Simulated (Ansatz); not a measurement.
## An added O started as a split pair with an O atom in rocksalt SrO, 65 atoms, charge −2

All numbers come from Ansatz (PAW, plane waves, no spin–orbit coupling) at the single k point (¼, ¼, ¼) without its symmetry partners. The atoms were relaxed with PBEsol in a fixed cell; other functionals are single points on those atoms unless said otherwise. The valence top and gap of the host come from its small cell on a dense mesh, with the band extrema sought between the mesh points, lined up by the mean potential, PBEsol gap 3.20 eV, HSE06 gap 4.79 eV. The charge correction uses an assumed dielectric constant of 14.5.

Cell: a = 10.245 Å, b = 10.245 Å, c = 10.245 Å, α = 90.00°, β = 90.00°, γ = 90.00°.

Nearest atoms after relaxation, from the placed atom (for vacancies from the middle of the vacant sites): Sr at 2.35 Å, Sr at 2.35 Å, Sr at 2.35 Å, O at 2.66 Å, Sr at 2.84 Å, Sr at 2.84 Å, Sr at 2.84 Å, O at 3.33 Å.

Chemical potentials μ are those of reference phases of the elements at zero temperature by the same functional (the usual solids, diamond for C, grey Sn, and the molecules H2, N2, O2, F2, Cl2, Br2 and S8).

| functional | E(defect) − E(host) − Σ nμ + q·E_VBM (eV) | monopole (eV) | alignment (eV) | formation energy at E_F = VBM (eV) | moment (μB) | wall time, shared host |
| --- | --- | --- | --- | --- | --- | --- |
| PBEsol | 4.21 | 0.55 | -0.02 | 4.74 | 0 (no spin) | 14 s on NVIDIA GB300 (relaxation) |
| HSE06 | 6.70 | 0.55 | 0.00 | 7.25 | 0 (no spin) | 24 s on NVIDIA GB300 |

Q: How does the monopole term follow by hand for this cubic cell?

A: q²·α·e²/(4πε₀)/(2εL) with the Madelung constant α = 2.837 and e²/4πε₀ = 14.40 eV·Å: 4 × 2.837 × 14.40 / (2 × 14.5 × 10.245) = 0.55 eV.

HSE06 one-electron levels near the gap (the ten most localised at most), from the host's valence top, not corrected for the charge's images:

```csv
level (eV),spin,filling,atoms sharing it,element of the atom with most weight
-0.15,both,2.00,9.6,O
-0.14,both,2.00,8.9,O
-0.03,both,2.00,6.5,O
-0.03,both,2.00,6.5,O
-0.01,both,2.00,8.9,O
0.04,both,2.00,7.4,O
0.04,both,2.00,7.4,O
1.23,both,2.00,2.8,O
1.23,both,2.00,2.9,O
1.23,both,2.00,2.9,O
```

All elements are taken at their own reference at once; growth conditions in equilibrium with the host shift these energies, by up to the host's formation enthalpy.

One k point and a cell of this size can leave errors of several tenths of an eV in such numbers.
